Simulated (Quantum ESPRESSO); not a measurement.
Crystal: GaAs.

```
As Ga
1.0
     0.00000    2.82685    2.82685
     2.82685    0.00000    2.82685
     2.82685    2.82685    0.00000
As Ga
1 1
Direct
  0.75000 0.75000 0.75000
  0.00000 0.00000 0.00000
```

* Program: Quantum ESPRESSO 7.5
* Task: phonons
* Functional: PBE
* Potentials or basis: GBRV 1.5 PBE
* Cutoff: 762 eV
* Density cutoff: 6095 eV
* k mesh: 6 × 6 × 6, shifted
* Occupations: fermi-dirac, width 0.05 eV
* Spin: no spin polarisation
* Mixing beta: 0.5
* Most SCF iterations: 120
* SCF threshold: 4e-10 Ry

The first run showed a gap, so the response started from a second, tighter run with fixed occupations.

The run gives a transverse optical frequency of 269 cm⁻¹, an electronic dielectric constant of 13.78 and Born charges of ±2.13 e.

What are the longitudinal frequency and the static dielectric constant?

The longitudinal mode lies at 287 cm⁻¹, 18 cm⁻¹ over the transverse one, and the static constant is 15.67. The two agree with the Lyddane-Sachs-Teller relation: (287/269)² = 1.14 and 15.67/13.78 = 1.14.

Caveat: the mesh is thin for the dielectric tensor, Born charges and intensities, which usually come out too large; the cell is more than 3 GPa from zero pressure, which shifts response properties.
